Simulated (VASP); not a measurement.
Here is a VASP 6.6.1 calculation.

Contents of INCAR:

```
PREC = Accurate
ENCUT = 520
EDIFF = 1E-6
ISMEAR = -1
SIGMA = 0.02
LREAL = Auto
LASPH = True
NELM = 60
ALGO = Normal
ISIF = 2
LWAVE = False
LCHARG = False
GGA = PE
IVDW = 12
NBANDS = 38
```

KPOINTS

```
regular mesh
0
Gamma
  1 1 1
```

File POSCAR:

```
H12CO5
1.0
    5.5211310000      0.0000000000      0.0000000000
    0.0000000000      5.5211310000      0.0000000000
    0.0000000000      0.0000000000      5.5211310000
O H C
5 12 1
Direct
    0.8976783923      0.8903248266      0.9155370521
   -0.0278928357      0.1835131244      0.2922770715
    0.5585812037      0.6142400896      0.2764107571
    0.1713417052      0.5387483108      1.0122744778
    0.3424298391     -0.1207180196      0.6500479702
    0.9210793948      1.0202438595      1.0447315958
    0.9829145514      0.9438102447      0.7812891960
   -0.1416738708      0.3152433804      0.3229591908
    0.1138715962      0.2790732551      0.2239577362
    0.6012173955      0.7421486648      0.1579024298
    0.3926007189      0.5574220210      0.2202266166
    0.2968413537      0.6114326938      0.9083464964
    0.0278022746      0.6511165919      1.0049027998
    0.3092301197      0.2553462325      0.6276974772
    0.4097892262     -0.2408745599      0.5262146470
    0.6077377987      0.1539539634      0.6185326883
    0.4331902286      0.1132738926      0.3596002341
    0.4260540096      0.1061195614      0.5624753334
```

Potentials or basis: VASP PAW PBE potentials, release 64 (O, H, C).

Command:

```sh
$ cat potpaw_PBE.64/O/POTCAR potpaw_PBE.64/H/POTCAR potpaw_PBE.64/C/POTCAR > POTCAR
$ mpirun -np 1 vasp_gam > vasp.out
```

(1) Estimate the dispersion energy per atom.

(2) Predict the pressure.

(3) What does it give for the band gap on the k mesh?

(4) What does it give for the largest force?

Answers

(1) -0.037 eV.

(2) -0.1 GPa.

(3) 4.60 eV, direct.

(4) 3.550 eV/Å.
